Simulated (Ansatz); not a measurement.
Write a Python script for Ansatz 0.2.0, Python API that makes a phonon calculation by linear response of GaN, space group P6_3mc. Use: PBEsol, PAW, the default cutoff (420 eV here), 6×6×4 k-points, cold smearing of 0.1 eV.

```xyz
4
Lattice="3.1800 0.0000 0.0000 -1.5900 2.7540 0.0000 0.0000 0.0000 5.1660" Properties=species:S:1:pos:R:3 pbc="T T T"
Ga    0.0000    1.8360    0.0000
Ga    1.5900    0.9180    2.5830
N     0.0000    1.8360    1.9373
N     1.5900    0.9180    4.5203
```

`dfpt_gan.py`:
```python
from pathlib import Path

import ansatz as az
from ase import Atoms
import numpy as np

atoms = Atoms(
    ["Ga", "Ga", "N", "N"],
    scaled_positions=[
        (1 / 3, 2 / 3, 0.0),
        (2 / 3, 1 / 3, 0.5),
        (1 / 3, 2 / 3, 0.375),
        (2 / 3, 1 / 3, 0.875),
    ],
    cell=[
        (3.18, 0.0, 0.0),
        (-1.59, 2.753961, 0.0),
        (0.0, 0.0, 5.166),
    ],
    pbc=True,
)
xtal = az.Crystal.from_ase(atoms)

calc = (
    xtal.calculation()
    .occupations("Marzari-Vanderbilt")
    .functional(az.Functional.PBESOL)
    .kpoints(6, 6, 4)
    .phonons("dfpt")
)
done = calc.run(runs_dir="runs")
ph = done.phonons

print("Gamma modes (1/cm):", " ".join(f"{w:.1f}" for w in ph.gamma_omega_inv_cm))
print("in meV:", " ".join(f"{w * 0.1239842:.2f}" for w in ph.gamma_omega_inv_cm))
```

```console
$ python dfpt_gan.py
DeckWarning: basis.ecutwfc = 420 eV, auto-derived from the records' recommended cutoffs: set by Ga (normal level)
Gamma modes (1/cm): 0.0 0.0 0.0 134.5 134.5 333.1 541.4 541.4 542.7 550.9 550.9 694.2
in meV: 0.00 0.00 0.00 16.67 16.67 41.30 67.12 67.12 67.29 68.31 68.31 86.07
```
(Warnings from the package without file and line.)

The cell isn't relaxed first, so the values belong to this volume. Of the deposited cell: the entry's cell lengths or inner coordinates differ somewhat from later room-temperature determinations. No non-analytic term is added, so at the zone centre the longitudinal optical modes of a polar crystal aren't split off. The structure is a deposited one; some such entries were measured under pressure or heat, so a shift against it needn't be the functional's error alone. The structure is taken as given; imaginary modes can come from an unrelaxed or unstable start. It ran for 26 s on 1 thread of Arm Neoverse V1 (shared host), peak memory 0.56 GiB.
